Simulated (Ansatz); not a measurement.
CaSe under changes of volume

One of the cells (25.829 Å³/atom); the others are scaled copies at fixed shape and fractional positions:

```
CELL_PARAMETERS angstrom
0.00000 2.95600 2.95600
2.95600 0.00000 2.95600
2.95600 2.95600 0.00000
ATOMIC_POSITIONS crystal
Se 0.50000 0.50000 0.50000
Ca 0.00000 0.00000 0.00000
```

| Quantity | Value |
| --- | --- |
| Program | Ansatz 0.2.0 |
| Functional | PBEsol |
| Potentials or basis | all-electron LAPW, scalar-relativistic |
| Cutoff | 186 eV (chosen from the basis error) |
| Basis error allowed | 0.0005 eV/atom |
| k mesh | 8 × 8 × 8 |
| Occupations | fermi-dirac, width 0.05 eV |
| Spin | no spin polarisation |

```csv
volume (Å³/atom),energy over the lowest point (meV/atom),pressure (GPa),gap on the mesh (eV)
24.280,6.60,2.2,1.77
24.796,?,?,?
25.313,0.00,-0.1,1.88
25.829,1.99,-1.1,1.93
26.346,7.04,-2.0,1.98
26.863,14.84,-2.8,2.03
27.379,25.13,-3.5,2.07
```

Question: What does the run at 24.796 Å³/atom give?

Answer: Energy over the lowest point 1.42 meV/atom; pressure 1.0 GPa; gap on the mesh 1.83 eV.

Worked out: A Birch-Murnaghan fit of order 3 (a polynomial in V^(-2/3)) to the other rows has its minimum at 25.26 Å³/atom with B0 = V·E''(V) = 52 GPa and B' = 4.1. It gives 1.42 meV/atom at 24.796 Å³/atom, against the run's 1.42, and -dE/dV = 1.0 GPa, against 1.0. A straight line through the other rows of the gap, of slope 2.51 eV per unit of ln V, gives 1.83 eV, against the run's 1.83.

Energies are extrapolated to zero smearing.

A mesh can miss the band edges. Spin-orbit coupling on Se is left out.

The runs don't all hold the same shells in valence.
